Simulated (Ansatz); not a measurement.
Ti:

```
Ti
1.0
     2.95000    0.00000    0.00000
    -1.47500    2.55477    0.00000
     0.00000    0.00000    4.68000
Ti
2
Direct
  0.66667 0.33333 0.75000
  0.33333 0.66667 0.25000
```

A run of Ansatz 0.2.0 on this cell left the log below. Logs are shortened: lines on timing, memory, paths and dates and some standing lists are left out, and cuts for length are marked.

```text
Warning: RAYON_NUM_THREADS=1 ignored (pool sized by the plan → 1); use --threads N
crystal.space_group: 194 is read as P63/mmc: the typed cell holds Ti2 (Ti 2c). Least distances (Å): Ti–Ti 2.894
crystal.space_group generates its sites in this order, which a site index counts, at these fractional coordinates of the primitive cell where crystal.reduce_to_primitive is true, and else of the cell that is read (crystal.supercell repeats the list replica by replica, and crystal.defects acts on that): 0: Ti [0.666667, 0.333333, 0.750000]; 1: Ti [0.333333, 0.666667, 0.250000];
scf.n_extra_bands = 6 over 12 filled bands (N_el = 24.0): the run solves 18 bands
Engine: ansatz 0.2.0, x86_64-unknown-linux-gnu
Pseudopotentials: kind: paw
Pseudopotential: Ti, paw, valence charge 12, recommended cutoff 420 eV (normal), Ti.paw.azcp
Functional definition: PBE
  parameter kappa = 0.804
  parameter beta = 0.06672455060314922
  exchange = pbe_x(kappa = kappa, mu = beta*pi^2/3)
  correlation = pbe_c(beta = beta)
Crystal: 2 atoms, lattice volume = 35.271 Å³
Basis set: ecut = 420 eV, 687 PW (Γ), exchange–correlation on 40×40×64 points (8 copies of the dense FFT grid, shifted against one another)
Bands: 18, of which v1, the nominal top of the filled ones, is band 12 counted from 1 (11 counted from 0)
Symmetry: 24 space group operations
Space group: P63/mmc (ITA 194), of the structure as read, at distance tolerance 3.3e-5 Å
k-points: 56 of 600
Non-local potential: Ti, projectors of the file, l = 0: 3, l = 1: 2, l = 2: 3, l = 3: 1
PAW form: soft (Blöchl's): semilocal exchange-correlation on the pseudo side does not see the compensation charge
PAW one-centre angular grid: Ti, 590 points (default); XC on 64 Gauss nodes
Initial density: superposition of atomic densities (neutral atoms: chi_scale 0, normalization atom), corrected by the library's trained network
Initial wavefunctions: pseudopotential atomic-orbital guess
Functional: x = pbe(κ = 0.804, μ = 0.2195149727645171), c = pbe(β = 0.06672455060314922)
SCF iter   1: F=—  HF=-4999.331224 eV  |F-HF|=—  |Δ(HF+E_count)|=         —  Δρ=5.12e-3  dr2=4.59e-3  ethr=1.77e-3  ⟨swp⟩=4.4  Hψ=4063  notcnv=0
preconditioner: auto → none  [metal: Δε(μ)=0.021 eV  Ē_g=3.384 eV  σ=0.025 eV  W_gap=0.20  n_scr=8 (ndim 8)  ℏωp=17.7 eV  f_vac=0.000  D(μ)=2.72/eV (n_scr^D=34)  sad-step TF]
SCF iter   2: F=—  HF=-4999.330358 eV  |F-HF|=—  |Δ(HF+E_count)|=   8.67e-4  Δρ=2.58e-3  dr2=1.28e-3  ethr=1.91e-5  ⟨swp⟩=2.0  Hψ=1664  notcnv=0  defer=20
SCF iter   3: F=—  HF=-4999.330475 eV  |F-HF|=—  |Δ(HF+E_count)|=   1.17e-4  Δρ=3.24e-4  dr2=1.59e-5  ethr=5.33e-6  ⟨swp⟩=2.2  Hψ=1495  notcnv=0  defer=20
SCF iter   4: F=—  HF=-4999.330507 eV  |F-HF|=—  |Δ(HF+E_count)|=   3.20e-5  Δρ=8.58e-5  dr2=2.16e-6  ethr=6.61e-8  ⟨swp⟩=2.3  Hψ=1550  notcnv=0  defer=20
iter 5 did not close the SCF: its close was put off for the readings that it lacked (scf_convergence_deferred on its scf_iter line)
SCF iter   5: F=-4999.330506 eV  HF=-4999.330506 eV  |F-HF|=4.15e-9  |Δ(HF+E_count)|=   5.06e-7  Δρ=1.12e-5  dr2=2.97e-8  ethr=8.99e-9  ⟨swp⟩=2.9  Hψ=1681  notcnv=0  defer=20
SCF iter   6: F=-4999.330506 eV  HF=-4999.330506 eV  |F-HF|=2.92e-10  |Δ(HF+E_count)|=   4.71e-9  Δρ=1.09e-6  dr2=3.00e-10  ethr=1.24e-10  ⟨swp⟩=3.1  Hψ=3230  notcnv=0
SCF 1 converged in 6 iterations: F = -4999.330506 eV  dr2 = 3.00e-10
  greatest PAW one-centre occupation: 0.999 electrons in one spin orbital (limit 2), on the Ti atom at site 1 (counted from 0), in its partial waves of l = 0
NSCF: frozen V_eff on 135 k-points
SCF converged after 6 iterations
Free energy (F): -4999.330506 eV
Harris-Foulkes:  -4999.330506 eV  (|F-HF|=2.92e-10)
Internal energy: -4999.324960 eV  (E = F + TS)
E sigma→0 (E₀):  -4999.327733 eV
Entropy (-TS):   -0.005546 eV (-2.773 meV/atom)
Fermi energy:    13.126709 eV
--- Per-component energies (eV) ---
  E_band       = -321.117314
  E_kinetic    = 543.875283
  E_local      = -1642.090125  (includes V_loc(G=0)·N_el)
  E_nonlocal   = 15.970159
  E_hartree    = 673.045630
  E_xc         = -194.680088
  E_vxc        = -243.526571  (∫ρ·V_xc dr)
  E_paw        = -2094.967200  (= ΣΔE_a)
  E_vpaw       = -341.438400  (= ΣTr[D̂ρ^β])
  E_aug_tail   = 0.000247  (compensation charges beyond the density's cutoff)
  E_ewald      = -2300.478866
  E_smearing   = -0.005546  (= −TS)
  E_closure    = -0.000000  (closes the sum)
  Σ components = -4999.330506   (vs F -4999.330506, Δ=0.00e0)
--- Forces (eV/Å), atoms counted from 1 ---
  atom   1  Ti     0.00000000    -0.00000000    -0.00000000
  atom   2  Ti    -0.00000000     0.00000000     0.00000000
  max |Σ_I F_I| component: 5.55e-17 eV/Å
--- Stress (GPa, compression-positive) ---
       -1.344434      -0.000000       0.000000
       -0.000000      -1.344434      -0.000000
        0.000000      -0.000000      -1.651865
  P = ⅓ Tr σ = -1.4469 GPa (-14.469 kbar)
--- Band table (eV; the first three rows and the last of 56) ---
  k-point 0: bands = ["-43.7048", "-43.5758", "-20.2918", "-19.6763", "-19.6763", "-19.6169", "-19.5804", "-19.5804", "6.9906", "10.4918", "13.8490", "13.9095", "13.9095", "14.0065", "14.3951", "14.3951", "14.7492", "14.7492"]
  k-point 1: bands = ["-43.6963", "-43.5846", "-20.2483", "-19.6699", "-19.6699", "-19.6639", "-19.5869", "-19.5869", "7.2200", "10.3547", "13.5064", "13.8180", "13.8180", "13.8817", "14.2769", "14.2769", "14.9856", "14.9856"]
  k-point 2: bands = ["-43.6728", "-43.6084", "-20.1281", "-19.7909", "-19.6524", "-19.6524", "-19.6045", "-19.6045", "7.8719", "9.7853", "13.1224", "13.5632", "13.7437", "13.7437", "14.0290", "14.0290", "15.4515", "15.4515"]
  k-point 55: bands = ["-43.5650", "-43.5650", "-20.1188", "-20.1188", "-19.9194", "-19.9194", "-19.7073", "-19.7073", "11.6397", "11.6397", "12.3548", "12.3548", "12.9040", "12.9040", "14.7713", "14.7713", "16.2928", "16.2928"]
```

Task: What input gives this log?

Result: Density of states with PBE, no spin polarisation. The files as run (others can give the same):

input.yaml
```yaml
crystal:
  lattice: { a: 2.95, b: 2.95, c: 4.68, alpha: 90.0, beta: 90.0, gamma: 120.0 }
  space_group: 194
  reduce_to_primitive: true
  atoms:
    - { symbol: Ti, wyckoff: "2c", position: [0.6666666667, 0.3333333333, 0.75] }
hamiltonian:
  xc: pbe
  pseudopotentials: { kind: paw }
kpoints:
  mp_grid: { grid: [10, 10, 6] }
scf:
  occupations: { method: fermi_dirac, width: 0.025 }
  n_extra_bands: 6
output:
  forces: true
  stress: true
  eigenvalues: true
  dos: { projected: false, de: 0.05, nscf_kmesh: { grid: [15, 15, 9] } }
```

Potentials or basis: Ansatz PAW.
Command:
```sh
$ ansatz run input.yaml --threads 1 --pin off --max-ram 2560MiB --backend cpu --events-out ev --progress --plain --runs-dir out
```
